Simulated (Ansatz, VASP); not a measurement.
# AlRu in VASP and in Ansatz

```
Al Ru
1.0
     2.96168    0.00000    0.00000
     0.00000    2.99160    0.00000
     0.00000    0.00000    2.99160
Al Ru
1 1
Direct
  0.00000 0.00000 0.00000
  0.50000 0.50000 0.50000
```

Change from the starting cell: strain -0.0100 x Voigt [1, 0, 0, 0, 0, 0], atoms carried along.

Alike in both runs: task single point; functional PBE; k mesh 16 × 16 × 16; occupations gaussian, width 0.15 eV; no spin polarisation.

|  | VASP | Ansatz |
| --- | --- | --- |
| version | VASP 6.6.1 | Ansatz 0.2.0 |
| potentials or method | VASP PAW PBE potentials, release 64 (Al, Ru_pv) | scalar-relativistic, plane waves, PAW |
| plane-wave cutoff (eV) | 520 | 420 |
| valence electrons in the cell | 17 | 19 |

```csv
,VASP,Ansatz,Ansatz less VASP
gap on the k mesh at the Fermi level (eV),none,none,-
pressure (GPa),4.8,4.8,+0.09
largest component of the traceless stress (GPa),1.20,1.20,-0.003
```

A gap of «none» marks a metal or a gap that the smearing closes. The two sets of potentials don't hold the same shells in valence.
